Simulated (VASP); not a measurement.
Set up this calculation in VASP 6.6.1, as the native input.

- Task: relaxation of cell and atoms
- Functional: PBE
- Potentials or basis: VASP PAW PBE potentials, release 64 (Cu, Cl)
- Cutoff: 600 eV
- k mesh: 10 × 10 × 10
- Occupations: gaussian, width 0.03 eV
- Spin: no spin polarisation
- Further INCAR settings: ALGO = Normal; EDIFF = 1e-06; IBRION = 2; EDIFFG = -0.01; NSW = 90; ISIF = 3

The structure of CuCl (Nantokite) lies in POSCAR:

```
CuCl
1.0
    0.0000000000      2.7028500000      2.7028500000
    2.7028500000      0.0000000000      2.7028500000
    2.7028500000      2.7028500000      0.0000000000
Cu Cl
1 1
Direct
    0.0000000000      0.0000000000      0.0000000000
    0.2500000000      0.2500000000      0.2500000000
```

These files were run (other wordings do the same):

INCAR

```
PREC = Accurate
ENCUT = 600
EDIFF = 1E-6
ISMEAR = 0
SIGMA = 0.03
LREAL = F
LASPH = T
NELM = 80
ALGO = Normal
ISIF = 3
LWAVE = F
LCHARG = F
GGA = PE
IBRION = 2
NSW = 90
EDIFFG = -0.01
```

KPOINTS

```
Automatic mesh
0
Gamma
  10 10 10
```

Potentials or basis: VASP PAW PBE potentials, release 64 (Cu, Cl).

The run is started by

```bash
$ cat potpaw_PBE.64/Cu/POTCAR potpaw_PBE.64/Cl/POTCAR > POTCAR
$ mpirun -np 1 vasp_std > vasp.out
```

It gave:

```json
{"Relaxed volume": "19.99 Å³/atom", "Relaxed cell": "a = 3.838 Å, b = 3.838 Å, c = 3.838 Å, α = 60.00°, β = 60.00°, γ = 60.00°", "Space group after relaxing (to 0.05 Å)": "F-43m (No. 216)", "Energy gained by relaxing": "0.5 meV/atom", "Ionic steps": "2", "Pressure after relaxing": "0.1 GPa", "Band gap on the k mesh": "0.53 eV, direct"}
```

Run time: 28 s on 1 thread of AMD EPYC 9R45 (Zen 5), on a shared host, peak memory 0.16 GiB.
